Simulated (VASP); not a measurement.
Set up this calculation in VASP 6.6.1, as the native input.

```
Task                   : single point
Functional             : PBE
Potentials or basis    : VASP PAW PBE potentials, release 64 (Te, Sn_d)
Cutoff                 : 520 eV
k mesh                 : 9 × 9 × 1
Occupations            : gaussian, width 0.05 eV
Spin                   : no spin polarisation
Dipole correction      : yes
Further INCAR settings : ALGO = Fast; EDIFF = 1e-06; NBANDS = 50
```

The structure of SnTe lies in POSCAR:

```
SnTe
1.0
    4.5346574218      0.0000000000      0.0000000000
   -2.2673287109      3.9271285247      0.0000000000
    0.0000000000      0.0000000000     27.9588629819
Te Sn
4 4
Direct
    0.3333333333      0.6666666667      0.2636568733
    0.0000000000      0.0000000000      0.4031505996
    0.6666666667      0.3333333333      0.5424112250
    0.3333333333      0.6666666667      0.6816368281
    0.6666666667      0.3333333333      0.3173756701
    0.3333333333      0.6666666667      0.4578934275
    0.0000000000      0.0000000000      0.5972850599
    0.6666666667      0.3333333333      0.7365903164
```

The cell isn't the ideal one: (1 1 1) slab, atoms relaxed.

The input as run:

INCAR

```
PREC     = Accurate       # precision mode
ENCUT    = 520            # plane-wave cutoff, eV
EDIFF    = 1E-6           # SCF threshold, eV
ISMEAR   = 0              # smearing method
SIGMA    = 0.05           # smearing width, eV
LREAL    = False          # projectors in reciprocal space
LASPH    = True           # aspherical terms in the spheres
NELM     = 100            # most SCF steps
ALGO     = Fast           # electronic algorithm
ISIF     = 2              # what is computed and relaxed
LWAVE    = False          # write WAVECAR
LCHARG   = False          # write CHGCAR
LDIPOL   = True         
IDIPOL   = 3            
DIPOL    = 0.5 0.5 0.500
GGA      = PE             # functional
NBANDS   = 50             # bands
```

KPOINTS

```
regular mesh
0
Gamma
  9 9 1
```

Potentials or basis: VASP PAW PBE potentials, release 64 (Te, Sn_d).

Run with:

```sh
$ cat potpaw_PBE.64/Te/POTCAR potpaw_PBE.64/Sn_d/POTCAR > POTCAR
$ mpirun -np 1 vasp_std > vasp.out
```

It gave:

```yaml
Largest_force: 0.020 eV/Å
Band_gap_on_the_k_mesh: none (metal or under the smearing width)
```

It took 12 min on 1 thread of Intel(R) Xeon(R) Platinum 8259CL CPU @ 2.50GHz (Skylake/Cascade Lake) (shared host), peak memory 0.71 GiB.
